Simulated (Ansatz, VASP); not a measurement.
# Two plane-wave programs on Sc

```
CELL_PARAMETERS angstrom
3.30880 0.00000 0.00000
-1.65440 2.86550 0.00000
0.00000 0.00000 5.26800
ATOMIC_POSITIONS crystal
Sc 0.34119 0.68237 0.25000
Sc 0.66667 0.33333 0.75000
```

Change from the starting cell: one atom moved.

Alike in both runs: task single point; functional PBE; k mesh 12 × 12 × 8; occupations gaussian, width 0.1 eV; no spin polarisation.

|  | VASP | Ansatz |
| --- | --- | --- |
| version | VASP 6.6.1 | Ansatz 0.2.0 |
| potentials or method | VASP PAW PBE potentials, release 64 (Sc_sv) | scalar-relativistic, plane waves, PAW |
| plane-wave cutoff (eV) | 520 | 420 |
| valence electrons in the cell | 22 | 22 |

```csv
,VASP,Ansatz,Ansatz less VASP
gap on the k mesh at the Fermi level (eV),none,none,-
pressure (GPa),-0.6,-0.7,-0.05
largest component of the traceless stress (GPa),1.12,1.13,+0.003
rms of the force components (eV/Å),0.035,0.035,0.0000
```

Atom by atom the forces differ by 0.000 eV/Å (rms over components). A gap of «none» marks a metal or a gap that the smearing closes. The functional is the same, so the differences come from potentials, cutoffs and numerics.
